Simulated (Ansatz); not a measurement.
# Ga (hcp type): the cost of one run

Computed with Ansatz 0.2.0 (DFT PBE, with the methods named in each step, unless a step's input says otherwise).

**1. Starting point**

Symmetry: P6_3/mmc, No. 194, hexagonal system. Conventional cell: a = 3.003 Å, b = 3.003 Å, c = 4.865 Å, α = 90.00°, β = 90.00°, γ = 120.00°. Ga (site symmetry -6m2) is surrounded by 12 Ga at 2.99 to 3.00 Å.

Coordinates:

```
CELL_PARAMETERS angstrom
3.00317 0.00000 0.00000
-1.50158 2.60082 0.00000
0.00000 0.00000 4.86513
ATOMIC_POSITIONS crystal
Ga 0.33333 0.66667 0.25000
Ga 0.66667 0.33333 0.75000
```

Whether this phase is the stable one at these pressures isn't tested.

Atoms are numbered in the order of the input: Ga1, Ga2.

**2. Cell relaxed at zero pressure, PAW**

input.yaml reads:

```yaml
crystal:
  lattice:
    - [3.00316585, 0.0, 0.0]
    - [-1.501582925, 2.6008179178, 0.0]
    - [0.0, 0.0, 4.8651286769]
  atoms:
    - { symbol: Ga, position: [0.3333333333, 0.6666666667, 0.25] }
    - { symbol: Ga, position: [0.6666666667, 0.3333333333, 0.75] }
kpoints:
  mp_grid: { grid: [14, 14, 8] }
scf:
  occupations: { method: fermi_dirac, width: 0.1 }
hamiltonian:
  xc: pbe
  pseudopotentials: { kind: paw }
output:
  forces: true
  stress: true
relax:
  f_tol: 0.005
  max_steps: 40
  cell: {}
```

Started as:

```
ansatz run input.yaml --threads 1 --pin off --max-ram 2048MiB --backend cpu --events-out ev --progress --plain --runs-dir out
```

**Question.** How long does this run take on 1 thread of Intel Xeon 6975P-C (Granite Rapids), shared host, and how much memory does it need?

About 12 s, with a peak of 0.42 GiB.
